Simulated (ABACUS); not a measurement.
Crystal: Ta.

```
Ta
1.0
    -1.65128    1.65128    1.65128
     1.65128   -1.65128    1.65128
     1.65128    1.65128   -1.65128
Ta
1
Direct
  0.00000 0.00000 0.00000
```

* Program: ABACUS 3.10.1
* Task: relaxation of cell and atoms
* Functional: LDA
* Potentials or basis: PseudoDojo NC SR 0.4.1 LDA stringent
* Cutoff: 1796 eV
* Density cutoff: 7184 eV
* Basis: DZP LCAO (the cutoffs set its grid)
* k mesh: 10 × 10 × 10
* Occupations: fermi-dirac, width 0.05 eV
* Spin: no spin polarisation

At the start: pressure -8.3 GPa; volume 18.01 Å³/atom.

Q: Where does the relaxation end?

A: Over 35 steps the energy falls by 18.2 meV/atom and the volume is 17.31 Å³/atom (-3.9 %); space group Im-3m (No. 229, to 0.05 Å).

The path:
```
step  energy change (eV)  largest force (eV/Å)  pressure (GPa)  volume (Å³)
   1              0.0000                0.0000           -8.30        18.01
   2              0.1162                0.0000           26.84        15.60
   3             -0.0182                0.0000           -0.45        17.35
   4             -0.0182                0.0000           -0.03        17.31
   5             -0.0182                0.0000           -0.03        17.31
   6             -0.0182                0.0000           -0.03        17.31
   7             -0.0182                0.0000           -0.03        17.31
   8             -0.0182                0.0000           -0.03        17.31
   9             -0.0182                0.0000           -0.03        17.31
  10             -0.0182                0.0000           -0.03        17.31
  11             -0.0182                0.0000           -0.03        17.31
  12             -0.0182                0.0000           -0.03        17.31
  13             -0.0182                0.0000           -0.03        17.31
  14             -0.0182                0.0000           -0.03        17.31
  15             -0.0182                0.0000           -0.03        17.31
  16             -0.0182                0.0000           -0.03        17.31
  17             -0.0182                0.0000           -0.03        17.31
  18             -0.0182                0.0000           -0.03        17.31
  19             -0.0182                0.0000           -0.03        17.31
  20             -0.0182                0.0000           -0.03        17.31
  21             -0.0182                0.0000           -0.03        17.31
  22             -0.0182                0.0000           -0.03        17.31
  23             -0.0182                0.0000           -0.03        17.31
  24             -0.0182                0.0000           -0.02        17.31
  25             -0.0182                0.0000           -0.02        17.31
  26             -0.0182                0.0000           -0.02        17.31
  27             -0.0182                0.0000           -0.02        17.31
  28             -0.0182                0.0000           -0.02        17.31
  29             -0.0182                0.0000           -0.02        17.31
  30             -0.0182                0.0000           -0.02        17.31
  31             -0.0182                0.0000           -0.02        17.31
  32             -0.0182                0.0000           -0.02        17.31
  33             -0.0182                0.0000           -0.02        17.31
  34             -0.0182                0.0000           -0.02        17.31
  35             -0.0182                0.0000           -0.02        17.31
```

Final structure:
```
Ta
1.0
    -1.62967    1.62967    1.62967
     1.62967   -1.62967    1.62967
     1.62967    1.62967   -1.62967
Ta
1
Direct
  0.00000 0.00000 0.00000
```

Caveat: the atomic orbitals were generated for these runs and aren't a published set; the basis of atomic orbitals isn't converged, which shifts pressures, moduli and gaps.
